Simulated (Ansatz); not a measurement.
Wanted: the native input for an Ansatz 0.2.0 run.

| Property | Result |
| --- | --- |
| Task | relaxation of cell and atoms |
| Functional | PBE |
| Potentials or basis | all-electron LAPW, scalar-relativistic |
| Basis error allowed | 0.001 eV/atom |
| k mesh | 12 × 12 × 7 |
| Occupations | fermi-dirac, width 0.05 eV |
| Spin | collinear spin, ferromagnetic start |
| Starting moments | [2.0, 2.0] μB |
| Target pressure | 5 GPa |

The system is Co.

```
Co
1.0
     2.47200    0.00000    0.00000
    -1.23600    2.14081    0.00000
     0.00000    0.00000    4.02114
Co
2
Direct
  0.66667 0.33333 0.75000
  0.33333 0.66667 0.25000
```

The input as run:

input.yaml

```yaml
crystal:
  lattice:
    - [2.4719999032, 0.0, 0.0]
    - [-1.2359999516, 2.1408147143, 0.0]
    - [0.0, 0.0, 4.02114408]
  atoms:
    - { symbol: Co, position: [0.6666666667, 0.3333333333, 0.75], spin: 2.0 }
    - { symbol: Co, position: [0.3333333333, 0.6666666667, 0.25], spin: 2.0 }
kpoints:
  mp_grid: { grid: [12, 12, 7] }
scf:
  occupations: { method: fermi_dirac, width: 0.05 }
hamiltonian:
  xc: pbe
  pseudopotentials: { kind: all_electron, lapw: { basis_error: 0.001 } }
magnetization:
  spin_polarized: true
output:
  forces: true
  stress: true
relax:
  f_tol: 0.02
  max_steps: 60
  cell: { p_target: 5 }
```

Potentials or basis: all-electron LAPW, scalar-relativistic.

Launch:

```console
$ ansatz run input.yaml --threads 2 --pin off --max-ram 6144MiB --backend cpu --events-out ev --progress --plain --runs-dir out
```

It gave:

```json
{
  "Relaxed volume": "10.62 Å³/atom",
  "Relaxed cell": "a = 2.478 Å, b = 2.478 Å, c = 3.996 Å, α = 90.00°, β = 90.00°, γ = 120.00°",
  "Space group after relaxing (to 0.05 Å)": "P6_3/mmc (No. 194)",
  "Energy change on relaxing (the enthalpy is what falls)": "-0.0 meV/atom",
  "Ionic steps": "4",
  "Pressure after relaxing": "5.0 GPa",
  "Net moment": "3.21 μB per cell",
  "Absolute moment": "3.53 μB per cell",
  "Site moments": "Co +1.67 μB"
}
```

It took 64 s on 2 threads of Arm Neoverse V1, with other jobs on the host, peak memory 0.55 GiB.
